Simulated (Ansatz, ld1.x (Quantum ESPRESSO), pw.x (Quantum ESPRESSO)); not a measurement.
# pw.x on sc Hf: one setting changed

Potential: PAW, ld1.x (Quantum ESPRESSO) 7.5, PBE; core [Kr] 4d10 4f14, reference 5s2 5p6 5d2 6s2 6p0; waves: 5s (bound): rcut 1.70, rcutus 2.15 bohr; 6s (bound): rcut 1.70, rcutus 2.15 bohr; 5p (bound): rcut 1.75, rcutus 2.10 bohr; 6p (bound, empty): rcut 1.75, rcutus 2.10 bohr; 5d (bound): rcut 2.40, rcutus 2.95 bohr; 5d channel at 0.45 Ry: rcut 2.40, rcutus 2.95 bohr; local part: all-electron potential smoothed inside 2.85 bohr (lloc = -2); core correction: Bessel-smoothed model core inside 1.05 bohr; augmentation: BESSEL, radius 1.60 bohr.

The reference run (k-mesh 11³, cutoffs 45/360 Ry, Fermi–Dirac 0.01 Ry, mixing_beta 0.4, conv_thr 1e-9, no spin) gives 0.38 GPa at 24.992 Å³/atom, where all-electron LAPW gives -0.29 GPa. This run, with its own iteration cap, changes startingwfc to random.

```
&control
  calculation='scf', prefix='x', pseudo_dir='./', outdir='./tmp', tstress=.true., disk_io='none'
/
&system
  ibrav=0, nat=1, ntyp=1, ecutwfc=45, ecutrho=360, nbnd=14,
  occupations='smearing', smearing='fd', degauss=0.01
/
&electrons
  conv_thr=1e-09, mixing_beta=0.4, electron_maxstep=50, startingwfc='random'
/
ATOMIC_SPECIES
Hf 1.0 Hf.UPF
CELL_PARAMETERS angstrom
  2.92370581 0.00000000 0.00000000
  0.00000000 2.92370581 0.00000000
  0.00000000 0.00000000 2.92370581
ATOMIC_POSITIONS crystal
Hf 0.0000 0.0000 0.0000
K_POINTS automatic
11 11 11 0 0 0
```

```bash
pw.x < Hf.scf.in > Hf.scf.out
```

Question: How does the run end?

Answer: It converges in 9 iterations; the free energy moves by +0.0 meV/atom and the pressure by +0.00 GPa. The result is that of the reference run.

```
Message from routine setup:
     using ibrav=0 with symmetry is DISCOURAGED, use correct ibrav instead
     lattice parameter (alat)  =       5.5250  a.u.
     unit-cell volume          =     168.6544 (a.u.)^3
     number of electrons       =        12.00
     number of Kohn-Sham states=           14
     kinetic-energy cutoff     =      45.0000  Ry
     charge density cutoff     =     360.0000  Ry
     scf convergence threshold =      1.0E-09
     Exchange-correlation= SLA  PW   PBX  PBC
     number of k points=    56  Fermi-Dirac smearing, width (Ry)=  0.0100
     iteration #  1     ecut=    45.00 Ry     beta= 0.40
     total energy              =    -696.13625794 Ry
     estimated scf accuracy    <       0.01552803 Ry
     iteration #  2     ecut=    45.00 Ry     beta= 0.40
     total energy              =    -696.13887630 Ry
     estimated scf accuracy    <       0.00412605 Ry
     iteration #  3     ecut=    45.00 Ry     beta= 0.40
     total energy              =    -696.13968697 Ry
     estimated scf accuracy    <       0.00085546 Ry
     iteration #  4     ecut=    45.00 Ry     beta= 0.40
     total energy              =    -696.13971294 Ry
     estimated scf accuracy    <       0.00000725 Ry
     iteration #  5     ecut=    45.00 Ry     beta= 0.40
     c_bands:  1 eigenvalues not converged
     total energy              =    -696.13971937 Ry
     estimated scf accuracy    <       0.00000146 Ry
     iteration #  6     ecut=    45.00 Ry     beta= 0.40
     total energy              =    -696.13971954 Ry
     estimated scf accuracy    <       0.00000072 Ry
     iteration #  7     ecut=    45.00 Ry     beta= 0.40
     total energy              =    -696.13971964 Ry
     estimated scf accuracy    <          1.4E-09 Ry
     iteration #  8     ecut=    45.00 Ry     beta= 0.40
     total energy              =    -696.13971966 Ry
     estimated scf accuracy    <          2.1E-09 Ry
     iteration #  9     ecut=    45.00 Ry     beta= 0.40
     the Fermi energy is    11.9660 ev
!    total energy              =    -696.13971968 Ry
     estimated scf accuracy    <          4.2E-11 Ry
     smearing contrib. (-TS)   =      -0.00787865 Ry
     The total energy is F=E-TS. E is the sum of the following terms:
     one-electron contribution =     -22.53853741 Ry
     hartree contribution      =      19.60977440 Ry
     xc contribution           =     -64.88613702 Ry
     ewald contribution        =     -73.94942927 Ry
     one-center paw contrib.   =    -554.36751173 Ry
     convergence has been achieved in   9 iterations
          total   stress  (Ry/bohr**3)                   (kbar)     P=        3.84
     Message from routine punch:
     Nothing written, as per user request (disk_io='none')
```

The run took about 15 s on one core of a shared host (Neoverse-V1, 32 threads, 247 GiB, load 47).
